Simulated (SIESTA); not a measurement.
MoS2:

```
Mo S
1.0
     1.58550    0.91539    6.11500
    -1.58550    0.91539    6.11500
     0.00000   -1.83078    6.11500
Mo S
1 2
Direct
  0.00000 0.00000 0.00000
  0.25000 0.25000 0.25000
  0.75000 0.75000 0.75000
```

Measurements of this composition are mostly on another form, of space group No. 194.

Base run:

```yaml
Program: SIESTA 5.4.2
Functional: PBEsol
Potentials_or_basis: PseudoDojo 0.4 standard (PBEsol files)
Basis: DZP (energy shift 0.003 Ry; two zetas on semicore shells)
Grid_cutoff: 800 Ry
Energy_shift: 0.003 Ry
k_mesh: 8 × 8 × 8
Occupations: fermi-dirac, width 0.05 eV
Spin: no spin polarisation
Hubbard_terms: Mo d U = 2 eV
```

Its results: band gap on the k mesh none (metal or under the smearing width); pressure 5.0 GPa; largest force 1.006 eV/Å.

Task: The run is repeated on the same cell with these changes: hubbard terms from Mo d U = 2 eV to Mo d U = 4 eV. What comes out?

Result: Band gap on the k mesh none (metal or under the smearing width); pressure 3.9 GPa; largest force 0.863 eV/Å.

Caveats: the cell's inner coordinates are idealised or old, which leaves forces on the atoms; the basis of atomic orbitals isn't converged, which shifts pressures, moduli and gaps; U without spin polarisation on a metal has little footing.
